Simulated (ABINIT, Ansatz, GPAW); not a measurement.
## One calculation of Bi, 3 ways

```xyz
2
Lattice="3.2384 0.0000 0.0000 0.0000 3.2216 0.0000 -0.0805 0.0000 6.4439" Properties=species:S:1:pos:R:3 pbc="T T T"
Bi    1.7022    0.0000    4.8302
Bi    1.4558    0.0000    1.6137
```

This isn't the form of Bi at room conditions, which is rhombohedral.

Alike in all runs: task single point; functional PBEsol; k mesh 8 × 8 × 4; occupations fermi-dirac, width 0.05 eV; no spin polarisation; no spin-orbit coupling. Pressure is positive in compression and, in plane waves, holds the error of the finite cutoff.

```json
{"program and potentials": "Ansatz, all-electron LAPW, scalar-relativistic", "plane-wave cutoff (eV)": "-", "notes": "-", "band gap (eV)": "no gap", "pressure (GPa)": "-0.43"}
{"program and potentials": "ABINIT, PseudoDojo NC SR PBEsol v0.4.1 standard", "plane-wave cutoff (eV)": "898", "notes": "-", "band gap (eV)": "no gap", "pressure (GPa)": "-0.44"}
{"program and potentials": "GPAW, PAW data sets generated for this functional", "plane-wave cutoff (eV)": "600", "notes": "-", "band gap (eV)": "no gap", "pressure (GPa)": "-0.55"}
```

None finds a gap. The pressure spans -0.55 (GPAW, PAW data sets generated for this functional) to -0.43 GPa (Ansatz, all-electron LAPW, scalar-relativistic), with all-electron results at -0.43.

Differences between rows come from potentials, basis sets and numerical settings, since the functional is the same but for its coding. Runs on potential files found faulty are left out.
